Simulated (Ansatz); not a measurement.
We consider rutile RuO2, described by revPBE in Ansatz (PAW).

From the output:

```
Crystal: 6 atoms, lattice volume = 64.811 Å³
Basis set: ecut = 520 eV, 1751 PW (Γ), exchange–correlation on 72×72×48 points (8 copies of the dense FFT grid, shifted against one another)
Bands: 34, of which v1, the nominal top of the filled ones, is band 28 counted from 1 (27 counted from 0)
Symmetry: 16 space group operations
Space group: P42/mnm (ITA 136), of the structure as read, at distance tolerance 4.0e-5 Å
k-points: 280 of 2592
Functional: x = revpbe(κ = 1.245, μ = 0.2195149727645171), c = pbe(β = 0.06672455060314922)
SCF iter   1: F=—  HF=-14038.742355 eV  |F-HF|=—  |Δ(HF+E_count)|=         —  Δρ=1.12e-2  dr2=3.54e-2
SCF iter   2: F=—  HF=-14038.740125 eV  |F-HF|=—  |Δ(HF+E_count)|=   2.23e-3  Δρ=4.25e-3  dr2=4.55e-3
  ...
SCF iter   7: F=—  HF=-14038.738928 eV  |F-HF|=—  |Δ(HF+E_count)|=   2.01e-8  Δρ=1.77e-6  dr2=1.14e-9
SCF iter   8: F=-14038.738928 eV  HF=-14038.738928 eV  |F-HF|=3.64e-12  |Δ(HF+E_count)|=   1.05e-9  Δρ=1.40e-7  dr2=8.99e-12
SCF 1 converged in 8 iterations: F = -14038.738928 eV  dr2 = 8.99e-12
SCF converged after 8 iterations
Free energy (F): -14038.738928 eV
Internal energy: -14038.709479 eV  (E = F + TS)
E sigma→0 (E₀):  -14038.724204 eV
Fermi energy:    12.442079 eV
--- Forces (eV/Å), atoms counted from 1 ---
  atom   1  Ru     0.00000000    -0.00000000     0.00000000
  atom   2  Ru     0.00000000     0.00000000     0.00000000
  atom   3  O      0.00004744     0.00004744     0.00000000
  atom   4  O      0.00004744    -0.00004744     0.00000000
  atom   5  O     -0.00004744     0.00004744     0.00000000
  atom   6  O     -0.00004744    -0.00004744     0.00000000
--- Stress (GPa, compression-positive) ---
        0.003673       0.000000       0.000000
        0.000000       0.003673       0.000000
        0.000000       0.000000      -0.016306
  P = ⅓ Tr σ = -0.0030 GPa (-0.030 kbar)
```

Task: Write an input file that could have produced this run (the log leaves some choices open).

Result: This is not unique; one that fits is 
Ansatz 0.2 input:
```yaml
crystal:
  lattice:
    - [4.551613158, 0.0, 0.0]
    - [0.0, 4.551613158, 0.0]
    - [0.0, 0.0, 3.128351421]
  atoms:
    - { symbol: Ru, position: [0.0, 0.0, 0.0] }
    - { symbol: Ru, position: [0.5, 0.5, 0.5] }
    - { symbol: O, position: [0.3054778512, 0.3054778512, 0.0] }
    - { symbol: O, position: [0.8054778512, 0.1945221488, 0.5] }
    - { symbol: O, position: [0.1945221488, 0.8054778512, 0.5] }
    - { symbol: O, position: [0.6945221488, 0.6945221488, 0.0] }
basis:
  ecutwfc: 520
  ecutrho_ratio: 4
  xc_grid: 2
kpoints:
  mp_grid: { grid: [12, 12, 18] }
hamiltonian:
  xc: revpbe
  dispersion: none
  pseudopotentials: { kind: paw }
scf:
  occupations: { method: fermi_dirac, width: 0.05 }
  convergence: { dr2_threshold: 0.0000000006 }
output:
  forces: true
  stress: true
  eigenvalues: true
```

The PAW data were made under PBE.

It cost around 20 core-seconds (rough) of CPU time.

Ansatz is a quantum-chemistry and plane-wave program.
